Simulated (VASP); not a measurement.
A run of VASP 6.6.1 is set up as follows.

INCAR

```
PREC     = Accurate       # precision mode
ENCUT    = 600            # plane-wave cutoff, eV
EDIFF    = 1E-6           # SCF threshold, eV
ISMEAR   = 1              # smearing method
SIGMA    = 0.1            # smearing width, eV
LREAL    = F              # projectors in reciprocal space
LASPH    = T              # aspherical terms in the spheres
NELM     = 60             # most SCF steps
ALGO     = Normal         # electronic algorithm
ISIF     = 3              # what is computed and relaxed
LWAVE    = F              # write WAVECAR
LCHARG   = F              # write CHGCAR
METAGGA  = R2SCAN         # meta-GGA
LMIXTAU  = T            
IBRION   = 2              # ionic algorithm
NSW      = 60             # ionic steps
EDIFFG   = -0.01          # ionic threshold
```

The input KPOINTS:

```
Automatic mesh
0
Gamma
  8 8 4
```

POSCAR

```
Ca
1.0
    3.9800000000      0.0000000000      0.0000000000
   -1.9900000000      3.4467811071      0.0000000000
    0.0000000000      0.0000000000      6.5200000000
Ca
2
Direct
    0.6666666667      0.3333333333      0.7500000000
    0.3333333333      0.6666666667      0.2500000000
```

Potentials or basis: VASP PAW PBE potentials, release 64 (Ca_sv).

The run is started by

```console
$ cat potpaw_PBE.64/Ca_sv/POTCAR > POTCAR
$ mpirun -np 1 vasp_std > vasp.out
```

(1) Predict the band gap on the k mesh.

(2) Estimate the relaxed volume.

(3) Estimate the space group after relaxing (to 0.05 Å).

(4) Estimate the relaxed cell.

Answers

(1) none (metal or under the smearing width).

(2) 43.45 Å³/atom.

(3) P6_3/mmc (No. 194).

(4) a = 3.932 Å, b = 3.932 Å, c = 6.491 Å, α = 90.00°, β = 90.00°, γ = 120.00°.

Caveat: the PAW data sets were made with another functional, which shifts forces and pressure a little.
